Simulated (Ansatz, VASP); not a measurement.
Two plane-wave programs on NaH

```
CELL_PARAMETERS angstrom
0.00000 2.27278 2.27278
2.27278 0.00000 2.27278
2.27278 2.27278 0.00000
ATOMIC_POSITIONS crystal
Na 0.00000 0.00000 0.00000
H 0.50000 0.50000 0.50000
```

Alike in both runs: functional PBE; k mesh 8 × 8 × 8; no spin polarisation.

Ansatz relaxed the structure, and its values are those at the end. VASP's run is a single point on that final structure, the one shown.

```csv
,VASP,Ansatz
version,VASP 6.6.1,Ansatz 0.2.0
potentials or method,"VASP PAW PBE potentials, release 64 (Na_pv, H)","scalar-relativistic, plane waves, PAW"
plane-wave cutoff (eV),520,420
occupations,"gaussian, width 0.01 eV",fixed
valence electrons in the cell,8,10
```

```tsv
	VASP	Ansatz	Ansatz less VASP
gap on the k mesh at the Fermi level (eV)	4.08	4.08	+0.003
least direct gap on the mesh (eV)	5.02	5.02	+0.007
pressure (GPa)	6.0	6.0	0.00
```

The two sets of potentials don't hold the same shells in valence.

A k mesh can miss the band edges.
